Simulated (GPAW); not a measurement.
Set up this calculation in GPAW 26.7.0, as an ASE script.

```yaml
Task: optical spectrum
Functional: PBE
Potentials_or_basis: GPAW PAW data sets (gpaw-data 1.2.1)
Cutoff: 450 eV
Basis: pw
k_mesh: 9 × 9 × 9
Occupations: fermi-dirac, width 0.05 eV
Spin: no spin polarisation
Eta: 0.1 eV
Response_ecut: 50 eV
Scissors: 0 eV
Kernel: RPA
Maxiter: 150
Response_k_mesh: 30 × 30 × 30
Domega0: 0.05 eV
Omega2: 10 eV
Response_bands: 17
Directions: "[\"x\"]"
Intraband: yes
```

The structure of W lies in W.xyz:

```xyz
1
Lattice="-1.5500431812 1.5500431812 1.5500431812 1.5500431812 -1.5500431812 1.5500431812 1.5500431812 1.5500431812 -1.5500431812" Properties=species:S:1:pos:R:3 pbc="T T T"
W      0.0000000000      0.0000000000      0.0000000000
```

The input as run:

run.py

```python
from ase.dft.bandgap import bandgap
from ase.io import read, write
from gpaw import GPAW, PW
from gpaw.response.df import DielectricFunction

atoms = read('W.xyz')

calc = GPAW(mode=PW(450),
            xc='PBE',
            kpts={'size': (9, 9, 9), 'gamma': True},
            occupations={'name': 'fermi-dirac', 'width': 0.05},
            nbands=16,
            convergence={'density': 1e-06},
            maxiter=150,
            txt='gpaw.txt')
atoms.calc = calc
energy = atoms.get_potential_energy()
calc.write('gs.gpw')
write('result.traj', atoms)
print(f'Energy: {energy:.6f} eV')
print('Fermi level:', round(calc.get_fermi_level(), 4), 'eV')
print(f'Gap: {bandgap(calc)[0]:.4f} eV, direct: {bandgap(calc, direct=True)[0]:.4f} eV')

dense = calc.fixed_density(kpts={'size': (30, 30, 30), 'gamma': True},
                           nbands=23, convergence={'bands': 17, 'eigenstates': 1e-7},
                           update_fermi_level=True, txt='dense.txt')
dense.write('dense.gpw', mode='all')

df = DielectricFunction('dense.gpw', frequencies={'type': 'nonlinear', 'domega0': 0.05, 'omega2': 10},
                        eta=0.1, ecut=50, nbands=17, rate='eta', txt='df.txt')
for direction in ['x']:
    df.get_dielectric_function(xc='RPA', direction=direction, filename=f'df_{direction}.csv')
```

Potentials or basis: GPAW PAW data sets (gpaw-data 1.2.1), pw.

Run with:

```sh
$ OMP_NUM_THREADS=1 python run.py
```

Results of the run:

```json
{
 "Band gap on the k mesh": "none (metal or under the smearing width)"
}
```

Caveat: the intraband term hangs on this k mesh; the long-wavelength limit can be off by several per cent where d states take part; independent-particle spectra lack excitons.

It took 75 s on 1 thread of Intel(R) Xeon(R) Platinum 8488C (Sapphire Rapids), with other jobs on the host, peak memory 0.4 GiB.
